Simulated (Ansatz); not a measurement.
# CdSe: the cost of one run

Computed with Ansatz 0.2.0 (DFT PBE, scalar-relativistic, plane waves, PAW, unless a step's input says otherwise).

2 further runs of the same task are left out: 2 set aside as unsound or not needed.

## (1) The starting structure

The structure is cubic, space group F-43m (No. 216). Conventional cell: a = 6.197 Å, b = 6.197 Å, c = 6.197 Å, α = 90.00°, β = 90.00°, γ = 90.00°. Around Cd (site symmetry -43m) lie 4 Se at 2.68 Å. Se (site symmetry -43m) is surrounded by 4 Cd at 2.68 Å.

Structure file:

```cif
data_structure
_symmetry_space_group_name_H-M 'F-43m'
_symmetry_Int_Tables_number 216
_cell_length_a 6.1968
_cell_length_b 6.1968
_cell_length_c 6.1968
_cell_angle_alpha 90.000
_cell_angle_beta 90.000
_cell_angle_gamma 90.000
_cell_volume 237.96
loop_
_atom_site_label
_atom_site_type_symbol
_atom_site_symmetry_multiplicity
_atom_site_Wyckoff_symbol
_atom_site_fract_x
_atom_site_fract_y
_atom_site_fract_z
_atom_site_occupancy
Cd1 Cd 4 a 0.00000 0.00000 0.00000 1
Se1 Se 4 c 0.25000 0.25000 0.25000 1
```

It goes back to an entry of the Materials Project, which need not be the stable form.

This cell was relaxed beforehand with the same method: volume 29.75 Å³/atom, gap on the mesh 0.49 eV.

## (2) Static run: bands, density of states and charges

The input, input.yaml:

```yaml
crystal:
  lattice:
    - [0.0, 3.098414673, 3.098414673]
    - [3.098414673, 0.0, 3.098414673]
    - [3.098414673, 3.098414673, 0.0]
  atoms:
    - { symbol: Cd, position: [0.0, 0.0, 0.0] }
    - { symbol: Se, position: [0.75, 0.75, 0.75] }
basis:
  ecutwfc: 420
kpoints:
  mp_grid: { grid: [10, 10, 10] }
  band_path:
    path:
      - [[0.0, 0.0, 0.0], [-0.5, -0.5, 0.0], [-0.375, -0.375, 0.25]]
      - [[-0.375, 0.0, 0.375], [0.0, 0.0, 0.0], [0.0, 0.0, 0.5], [-0.5, -0.25, 0.25], [-0.5, -0.5, 0.0]]
    npoints: 14
hamiltonian:
  xc: pbe
scf:
  occupations: { method: gaussian, width: 0.02 }
  n_extra_bands: 6
output:
  forces: true
  stress: true
  eigenvalues: true
  populations: true
  dos: { projected: true, de: 0.02, nscf_kmesh: { grid: [15, 15, 15] } }
  bader: true
  write_density: true
  write_potential: true
  elf: true
  volumetric_format: npy
```

Run with:

```sh
$ ansatz run input.yaml --threads 1 --pin off --max-ram 2560MiB --backend cpu --events-out ev --progress --plain --runs-dir out
```

Q: Estimate wall time and peak memory on 1 thread of Arm Neoverse V2, shared host.

About 28 s, with a peak of 0.37 GiB.
